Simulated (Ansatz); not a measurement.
Ir:

```xyz
2
Lattice="2.7514 0.0000 0.0000 -1.3757 2.3828 0.0000 0.0000 0.0000 4.4623" Properties=species:S:1:pos:R:3 pbc="T T T"
Ir    0.0000    1.5885    1.1156
Ir    1.3757    0.7943    3.3467
```

This isn't the form of Ir at room conditions, which is fcc.

Base run:

* Program: Ansatz 0.2.0
* Functional: revPBE
* Potentials or basis: Ansatz PAW
* Cutoff: 420 eV (not typed: the program's choice for these potentials)
* k mesh: 11 × 11 × 6
* Occupations: fermi-dirac, width 0.05 eV
* Spin: no spin polarisation

Its results: band gap on the k mesh none (metal or under the smearing width); pressure 1.6 GPa.

Question: After a change of settings the same cell gave: band gap on the k mesh none (metal or under the smearing width); pressure -17.8 GPa. Which change was it?
A. functional from revPBE to r2SCAN; cutoff from 420 eV (not typed: the program's choice for these potentials) to 500 eV (not typed: the program's choice for these potentials)
B. functional from revPBE to LDA
C. functional from revPBE to BLYP
D. functional from revPBE to PBEsol

Answer: B.

LDA binds more tightly than revPBE, so the same cell stands under less pressure.

Caveats: spin-orbit coupling is left out, which moves the levels of the heavy elements; the PAW data sets come from PBE, with cores solved anew for the run's functional, which leaves a small shift of forces and pressure.

Runs at the PBE level aren't shown here.
